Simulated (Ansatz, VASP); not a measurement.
**One calculation of Al, two programs**

```
CELL_PARAMETERS angstrom
4.19298 0.00000 0.00000
-2.09649 3.63122 0.00000
0.00000 0.00000 5.27196
ATOMIC_POSITIONS crystal
Al 0.00000 0.00000 0.00000
Al 0.00000 0.00000 0.50000
Al 0.33333 0.66667 0.25000
Al 0.66667 0.33333 0.75000
```

Alike in both runs: functional PBE; k mesh 10 × 10 × 7; occupations fermi-dirac, width 0.05 eV; no spin polarisation.

Ansatz relaxed the structure, and its values are those at the end. VASP's run is a single point on that final structure, the one shown.

|  | VASP | Ansatz |
| --- | --- | --- |
| version | VASP 6.6.1 | Ansatz 0.2.0 |
| potentials or method | VASP PAW PBE potentials, release 64 (Al) | PAW with Ansatz's default frozen-core files, scalar-relativistic |
| plane-wave cutoff (eV) | 520 | 420 |
| valence electrons in the cell | 12 | 12 |

```tsv
	VASP	Ansatz	Ansatz less VASP
pressure (GPa)	0.0	0.0	+0.03
```
